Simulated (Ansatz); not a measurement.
# Si (P6/mmm) in Ansatz: settings compared

One crystal, Si, is run at these levels: PBEsol, PBE; tasks: relaxation of cell and atoms, single point.

Program: Ansatz 0.2.0. These are calculated values, not measurements. Logs are shortened: lines on timing, memory, paths and dates and some standing lists are left out, and cuts for length are marked.

## (1) The crystal as given

It takes space group P6/mmm (No. 191, hexagonal). The conventional cell has a = 4.121 Å, b = 4.121 Å, c = 2.655 Å, α = 90.00°, β = 90.00°, γ = 120.00°. Si (site symmetry -6m2) has 5 Si at 2.38 to 2.65 Å as nearest neighbours.

The cell was built by a generator and needn't be a form met in nature.

## (2) Relaxation of cell and atoms, PBEsol, target pressure 30 GPa, at which the enthalpy is minimised

Contents of input.yaml:

```yaml
crystal:
  lattice:
    - [4.12095, 0.0, 0.0]
    - [-2.06047, 3.56885, 0.0]
    - [0.0, 0.0, 2.65479]
  atoms:
    - { symbol: Si, position: [0.33333, 0.66667, 0.5] }
    - { symbol: Si, position: [0.66667, 0.33333, 0.5] }
hamiltonian:
  xc: pbesol
  pseudopotentials: { kind: paw }
kpoints:
  mp_grid: { grid: [8, 8, 10] }
scf:
  occupations: { method: fermi_dirac, width: 0.05 }
output:
  forces: true
  stress: true
  eigenvalues: true
  write_density: true
  write_potential: true
  elf: true
  volumetric_format: npy
relax:
  f_tol: 0.01
  max_steps: 40
  cell: { stress_tol: 0.05, p_target: 30.0 }
```

Potentials or basis: Ansatz PAW.

Launch:

```sh
> ansatz run input.yaml --threads 2 --pin off --max-ram 5632MiB --backend cpu --events-out ev --progress --plain --runs-dir out
```

Log:

```text
Warning: the atoms were moved onto the symmetric positions of the space group found under crystal.symmetry.tolerance 1.0e-5 (fractional; no operation is sought that the atoms, as they stand in a round, miss by more than twice it, and no atom is moved by as much as it), and the run uses the moved positions. Before a round's move an operation carried an atom to 4.12e-5 Å from where it should land, the largest such distance. Atom 0 (counting from 0) moved farthest, by 2.38e-5 Å; the longest move in fractions of the cell, of whichever atom, is 0.47 of the tolerance, in 1 round. To run the atoms as typed, lower crystal.symmetry.tolerance until the operations that they miss are no longer found, or set crystal.symmetry.detect: false (a key that needs symmetry detection or time reversal refuses this as the deck is read). The positions used, in the order of the run's atom list: position: [0.3333333333333333, 0.6666666666666666, 0.5]; position: [0.6666666666666666, 0.3333333333333333, 0.5]; The lattice was moved too: crystal.lattice keeps the space group found at crystal.symmetry.tolerance 1.0e-5 only nearly: the operation that it misses by the most changes a squared length by the fraction 2.80e-6. The run uses the lattice that is a stretch of the typed one, with no rotation, onto the one that keeps every operation to a double's rounding (on a very oblique basis the stretch itself rounds by more); the deck's lattice vector that moved farthest moved by 3.26e-6 Å. To run the lattice as typed, set crystal.symmetry.tolerance under 1.33e-7, the least fraction by which an operation that the lattice misses changes a squared length (the same key also sets how far an atom may lie from its image, so lowering it can lose operations that the atoms keep only within it), or set crystal.symmetry.detect: false, as for the atoms. crystal.lattice made exact, in Å and degrees: [[4.120951508198683, -2.8867513457604425e-6, 0.0], [-2.0604732540993416, 3.5688501372395285, 0.0], [0.0, 0.0, 2.65479]]. Pasted over the deck's crystal.lattice, beside positions in fractional coordinates, it runs the same cell (given as lengths and angles, that cell in the form's own orientation, a rigid turn of the misfit's size from the one run here, for which a checkpoint.post_process_only pass over this run's state can be refused: where this run relaxes nothing, give such a pass this deck's own crystal.lattice, as typed; behind a relaxation, as crystal.lattice, the state's own cell, identity.cell in its checkpoint.json), and a matrix so pasted ends this notice, except on a very skew basis of the lattice, where the rounding of the pasted numbers themselves can read as a misfit: the cell is then moved again, and that move is told again. The lattice as run is in this notice's lattice.as_run_ang field (Run.prep()["deck_notices"] in Python, the deck_notice line of an events file, deck_notices of ansatz run --dry-run=json, or deck_notices in record.json in the deck's checkpoint.write directory).
Warning: RAYON_NUM_THREADS=2 ignored (pool sized by the plan → 2); use --threads N
Engine: ansatz 0.2.0, aarch64-unknown-linux-gnu
Pseudopotentials: kind: paw
Pseudopotential: Si, paw, valence charge 4, recommended cutoff 420 eV (normal), Si.paw.azcp
Functional definition: PBEsol
  exchange = pbesol_x
  correlation = pbesol_c
Crystal: 2 atoms, lattice volume = 39.044 Å³
Basis set: ecut = 420 eV, 765 PW (Γ), exchange–correlation on 60×60×36 points (8 copies of the dense FFT grid, shifted against one another)
Bands: 8, of which v1, the nominal top of the filled ones, is band 4 counted from 1 (3 counted from 0)
Symmetry: 24 space group operations
Space group: P6/mmm (ITA 191), of the structure as read, at distance tolerance 3.4e-5 Å
k-points: 60 of 640
Non-local potential: Si, projectors of the file, l = 0: 2, l = 1: 2, l = 2: 2
PAW form: soft (Blöchl's): semilocal exchange-correlation on the pseudo side does not see the compensation charge
PAW frozen core: Si, regenerated for the run's functional, and the local potential with it (the file was generated under x = pbe(κ = 0.804, μ = 0.2195149727645171), c = pbe(β = 0.06672455060314922))
PAW one-centre angular grid: Si, 110 points (default); XC on 64 Gauss nodes
Initial density: superposition of atomic densities (neutral atoms: chi_scale 0, normalization atom), corrected by the library's trained network
Initial wavefunctions: pseudopotential atomic-orbital guess
Functional: x = pbesol(κ = 0.804, μ = 0.12345679012345678), c = pbesol(β = 0.046)
SCF iter   1: F=—  HF=-1242.290801 eV  |F-HF|=—  |Δ(HF+E_count)|=         —  Δρ=4.51e-3  dr2=9.18e-3  ethr=1.77e-3  ⟨swp⟩=6.0  Hψ=4130  notcnv=0
preconditioner: auto → none  [insulator: Δε(μ)=0.167 eV  Ē_g=9.317 eV  σ=0.050 eV  W_gap=0.61  n_scr=6 (ndim 8)  ℏωp=16.8 eV  f_vac=0.000  D(μ)=0.73/eV (n_scr^D=6)  ε∞_Penn≈4.3]
SCF iter   2: F=—  HF=-1242.288327 eV  |F-HF|=—  |Δ(HF+E_count)|=   2.47e-3  Δρ=1.73e-3  dr2=1.13e-3  ethr=1.15e-4  ⟨swp⟩=1.3  Hψ=987  notcnv=0
SCF iter   3: F=—  HF=-1242.288179 eV  |F-HF|=—  |Δ(HF+E_count)|=   1.48e-4  Δρ=1.97e-4  dr2=9.82e-6  ethr=1.41e-5  ⟨swp⟩=2.3  Hψ=708  notcnv=0
SCF iter   4: F=—  HF=-1242.288204 eV  |F-HF|=—  |Δ(HF+E_count)|=   2.50e-5  Δρ=3.33e-5  dr2=3.41e-7  ethr=1.23e-7  ⟨swp⟩=2.6  Hψ=723  notcnv=0
iter 5 did not close the SCF: its close was put off for the readings that it lacked (scf_convergence_deferred on its scf_iter line)
SCF iter   5: F=-1242.288204 eV  HF=-1242.288204 eV  |F-HF|=3.17e-9  |Δ(HF+E_count)|=   1.30e-7  Δρ=5.31e-6  dr2=1.01e-8  ethr=4.27e-9  ⟨swp⟩=2.2  Hψ=663  notcnv=0
SCF iter   6: F=-1242.288204 eV  HF=-1242.288204 eV  |F-HF|=8.50e-11  |Δ(HF+E_count)|=   5.07e-9  Δρ=4.57e-7  dr2=6.97e-11  ethr=1.27e-10  ⟨swp⟩=5.9  Hψ=2546  notcnv=0
SCF 1 converged in 6 iterations: F = -1242.288204 eV  dr2 = 6.97e-11
relax step   1: F+E_penalty+E_count = -1242.28820383 eV  Δ(F+E_penalty+E_count) = +0.000e0 eV  max|allowed force component| = 7.401e-17 eV/Å  Δτ_max = 0.0000 Å  P = -1.876 GPa  Ω = 39.044 Å³  (6 SCF iters, dr2 threshold 1.00e-7 eV, accepted)
Crystal: 2 atoms, lattice volume = 34.443 Å³
Basis set: ecut = 420 eV, 693 PW (Γ), exchange–correlation on 60×60×36 points (8 copies of the dense FFT grid, shifted against one another)
Initial density: handed on by an earlier stage of this run
Initial wavefunctions: those handed on with the density
[... 32 lines left out ...]
Crystal: 2 atoms, lattice volume = 30.727 Å³
iter 1 solved again at ethr=3.43e-8 eV; its pass at ethr=3.10e-3 eV (dr2=2.74e-6 eV) is discarded
SCF iter   1: F=—  HF=-1241.714397 eV  |F-HF|=—  |Δ(HF+E_count)|=         —  Δρ=1.03e-4  dr2=3.05e-6  ethr=3.43e-8  ⟨swp⟩=2.1  Hψ=4177  notcnv=0
preconditioner: auto → none  [metal: Δε(μ)=0.024 eV  Ē_g=10.551 eV  σ=0.050 eV  W_gap=0.12  n_scr=6 (ndim 8)  ℏωp=18.9 eV  f_vac=0.000  D(μ)=0.82/eV (n_scr^D=6)]
SCF iter   2: F=—  HF=-1241.714376 eV  |F-HF|=—  |Δ(HF+E_count)|=   2.10e-5  Δρ=3.61e-5  dr2=3.46e-7  ethr=3.43e-8  ⟨swp⟩=1.3  Hψ=523  notcnv=0
SCF iter   3: F=-1241.714375 eV  HF=-1241.714375 eV  |F-HF|=9.14e-10  |Δ(HF+E_count)|=   1.41e-7  Δρ=2.20e-6  dr2=1.51e-9  ethr=1.34e-9  ⟨swp⟩=8.3  Hψ=2397  notcnv=0
SCF 5 converged in 3 iterations: F = -1241.714375 eV  dr2 = 1.51e-9
relax step   5: F+E_penalty+E_count = -1241.71437537 eV  Δ(F+E_penalty+E_count) = +3.827e-3 eV  max|allowed force component| = 1.850e-17 eV/Å  Δτ_max = 0.0000 Å  P = +29.999 GPa  Ω = 30.727 Å³  energy of the carried Pulay correction = +1.403e-3 eV  (3 SCF iters, dr2 threshold 1.07e-7 eV, accepted)
Basis set: ecut = 420 eV, 609 PW (Γ), exchange–correlation on 54×54×36 points (8 copies of the dense FFT grid, shifted against one another)
Initial wavefunctions: pseudopotential atomic-orbital guess (no wavefunctions were taken with the density)
iter 1 solved again at ethr=4.57e-8 eV; its pass at ethr=3.10e-3 eV (dr2=3.65e-6 eV) is discarded
SCF iter   1: F=—  HF=-1241.713903 eV  |F-HF|=—  |Δ(HF+E_count)|=         —  Δρ=7.21e-5  dr2=1.14e-7  ethr=4.57e-8  ⟨swp⟩=3.2  Hψ=5604  notcnv=0
SCF iter   2: F=—  HF=-1241.713903 eV  |F-HF|=—  |Δ(HF+E_count)|=   2.65e-8  Δρ=3.62e-5  dr2=2.87e-8  ethr=1.42e-9  ⟨swp⟩=2.1  Hψ=717  notcnv=0
SCF iter   3: F=—  HF=-1241.713903 eV  |F-HF|=—  |Δ(HF+E_count)|=   2.27e-7  Δρ=8.11e-7  dr2=1.77e-10  ethr=3.59e-10  ⟨swp⟩=2.0  Hψ=723  notcnv=0
SCF iter   4: F=-1241.713903 eV  HF=-1241.713903 eV  |F-HF|=6.82e-13  |Δ(HF+E_count)|=  4.21e-11  Δρ=2.51e-7  dr2=1.00e-11  ethr=1.00e-12  ⟨swp⟩=6.3  Hψ=2154  notcnv=0
SCF 6 converged in 4 iterations: F = -1241.713903 eV  dr2 = 1.00e-11
relax step   6: F+E_penalty+E_count = -1241.71390342 eV  Δ(F+E_penalty+E_count) = +4.720e-4 eV  max|allowed force component| = 7.401e-17 eV/Å  Δτ_max = 0.0000 Å  P = +29.973 GPa  Ω = 30.727 Å³  stress off target by 4.42e-2 GPa  SCF on the basis re-selected at this cell (its energy is not comparable with the rows above)  (4 SCF iters)
basis re-selected at this cell: Δ(F+E_penalty+E_count) = +4.720e-4 eV, ΔP = -0.026 GPa vs the last step (what re-selecting the basis moved, of the pressure what is left beyond the Pulay correction that the steps carried, after the strain that the cell walked since its last selection, with what the two solves' SCF thresholds leave and, on support functions, any second-order correction that the steps lacked; it is no measure of the basis error at this ecutwfc). The dense FFT grid was sized anew with the basis: this SCF ran on 27×27×18 points, the steps before it on 30×30×18, so part of this shift can come from that change (see relax.cell in the input reference). This SCF's stress stands 4.42e-2 GPa from its target on what of the cell is left free (relax.cell.stress_tol is 5.00e-2 GPa) and its largest allowed force component is 7.40e-17 eV/Å (relax.f_tol is 1.00e-2 eV/Å): within both
SCF converged after 4 iterations
Free energy (F): -1241.713903 eV
Harris-Foulkes:  -1241.713903 eV  (|F-HF|=6.82e-13)
Internal energy: -1241.707585 eV  (E = F + TS)
E sigma→0 (E₀):  -1241.710744 eV
Entropy (-TS):   -0.006318 eV (-3.159 meV/atom)
Fermi energy:    9.206500 eV
--- Per-component energies (eV) ---
  E_band       = 27.797133
  E_kinetic    = 88.653604
  E_local      = -35.101956  (includes V_loc(G=0)·N_el)
  E_nonlocal   = 54.987092
  E_hartree    = 11.450319
  E_xc         = -113.268973
  E_vxc        = -98.580246  (∫ρ·V_xc dr)
  E_paw        = -998.123892  (= ΣΔE_a)
  E_vpaw       = -5.062002  (= ΣTr[D̂ρ^β])
  E_aug_tail   = 0.000014  (compensation charges beyond the density's cutoff)
  E_ewald      = -250.366914
  E_core_change = 0.063121  (= ΣΔE_core)
  E_smearing   = -0.006318  (= −TS)
  E_closure    = 0.000000  (closes the sum)
  Σ components = -1241.713903   (vs F -1241.713903, Δ=0.00e0)
--- Forces (eV/Å), atoms counted from 1 ---
  atom   1  Si     0.00000000    -0.00000000     0.00000000
  atom   2  Si    -0.00000000     0.00000000     0.00000000
  max |Σ_I F_I| component: 0.00e0 eV/Å
--- Stress (GPa, compression-positive) ---
       29.955777       0.000000       0.000000
        0.000000      29.955777       0.000000
        0.000000       0.000000      30.007947
  P = ⅓ Tr σ = 29.9732 GPa (299.732 kbar)
--- Band table (eV; the first three rows and the last of 60) ---
  k-point 0: bands = ["-4.8704", "5.7511", "5.7511", "7.0723", "10.0656", "10.0656", "14.5294", "17.6986"]
  k-point 1: bands = ["-4.6276", "5.9599", "5.9599", "7.2934", "10.2876", "10.2876", "13.2779", "16.0727"]
  k-point 2: bands = ["-3.9029", "6.5771", "6.5771", "7.9395", "9.9967", "10.9450", "10.9450", "16.4781"]
  k-point 59: bands = ["3.2972", "4.1166", "4.4159", "5.2748", "6.7438", "10.5727", "15.8410", "18.0795"]
--- Relaxed structure (5 steps of the walk, 5 accepted, 1 SCFs on fresh bases) ---
  F+E_penalty+E_count = -1241.71390342 eV   max|allowed force component| = 7.401e-17 eV/Å   (the final SCF, on the basis selected at the relaxed cell)
  cell:  # Å, volume = 30.7270 Å³
    - [3.8228036988906857, -2.677897010028543e-6, 0.0]
    - [-1.9113995303185034, 3.3106464558689566, 0.0]
    - [0.0, 0.0, 2.427867961355355]
  atoms:
    - { symbol: Si, position: [0.33333333333333326, 0.6666666666666666, 0.4999999999999999] }
    - { symbol: Si, position: [0.6666666666666665, 0.3333333333333333, 0.4999999999999999] }
```

Wall time 5.2 s (2 threads of Arm Neoverse V1, shared host); peak memory 0.29 GiB.

Results:

```yaml
Free_energy: -1241.7139 eV
Relaxed_volume: 15.36 Å³/atom
Relaxed_cell: a = 3.823 Å, b = 3.823 Å, c = 2.428 Å, α = 90.00°, β = 90.00°, γ = 120.00°
Space_group_after_relaxing_to_0.05_Å: P6/mmm (No. 191)
Energy_change_on_relaxing_the_enthalpy_is_what_falls: +287.2 meV/atom
Ionic_steps: 6
Pressure_after_relaxing: 30.0 GPa
Band_gap_on_the_k_mesh: none (metal or under the smearing width)
```

The path:
| step | energy change (eV) | largest force (eV/Å) | volume (Å³) |
| --- | --- | --- | --- |
| 1 | 0.0000 | 0.0000 | 39.04 |
| 2 | 0.1141 | 0.0000 | 34.44 |
| 3 | 0.7946 | 0.0000 | 29.67 |
| 4 | 0.5700 | 0.0000 | 30.75 |
| 5 | 0.5738 | 0.0000 | 30.73 |
| 6 | 0.5743 | 0.0000 | 30.73 |

Final structure:
```
CELL_PARAMETERS angstrom
3.82280 0.00000 0.00000
-1.91140 3.31065 0.00000
0.00000 0.00000 2.42787
ATOMIC_POSITIONS crystal
Si 0.33333 0.66667 0.50000
Si 0.66667 0.33333 0.50000
```

Caveat: the volume moved by over 15 % at a fixed basis, so the end points are rough; the plane-wave basis is chosen anew once the cell has moved, so the energies of steps on either side of that aren't comparable; the PAW data sets come from PBE, with cores solved anew for the run's functional, which leaves a small shift of forces and pressure.

## (3) Single point, PBE

Changes to input.yaml since step 2:

```diff
@@ -9,3 +9,3 @@
 hamiltonian:
-  xc: pbesol
+  xc: pbe
   pseudopotentials: { kind: paw }
@@ -14,3 +14,3 @@
 scf:
-  occupations: { method: fermi_dirac, width: 0.05 }
+  occupations: { method: gaussian, width: 0.011 }
 output:
@@ -23,5 +23 @@
   volumetric_format: npy
-relax:
-  f_tol: 0.01
-  max_steps: 40
-  cell: { stress_tol: 0.05, p_target: 30.0 }
```

Potentials or basis: Ansatz PAW.

Launch:

```sh
> ansatz run input.yaml --threads 2 --pin off --max-ram 5632MiB --backend cpu --events-out ev --progress --plain --runs-dir out
```

Wall time 1 s (2 threads of Arm Neoverse V1, shared host); peak memory 0.28 GiB.

Results (log left out):

```yaml
Free_energy: -1270.8560 eV
Pressure: 0.0 GPa
Band_gap_on_the_k_mesh: none (metal or under the smearing width)
```

Stress tensor (GPa, compression positive):
```
 0.28  0.00  0.00
 0.00  0.28  0.00
 0.00  0.00 -0.47
```

Levels at points of the mesh, in eV from the Fermi level:
```tsv
k point	band 2	band 3	band 4	band 5	band 6	band 7
(0.00, 0.00, 0.00)	-2.82	-2.82	-2.70	1.30	1.30	5.62
(0.00, 0.00, -0.50)	-5.84	-0.13	-0.13	1.26	3.20	4.34
(0.00, -0.50, 0.00)	-8.75	-4.00	-1.25	6.21	7.09	7.18
(0.00, -0.50, -0.50)	-4.95	-4.20	-2.55	-1.16	2.94	3.95
```

[end of part 1 of 2]
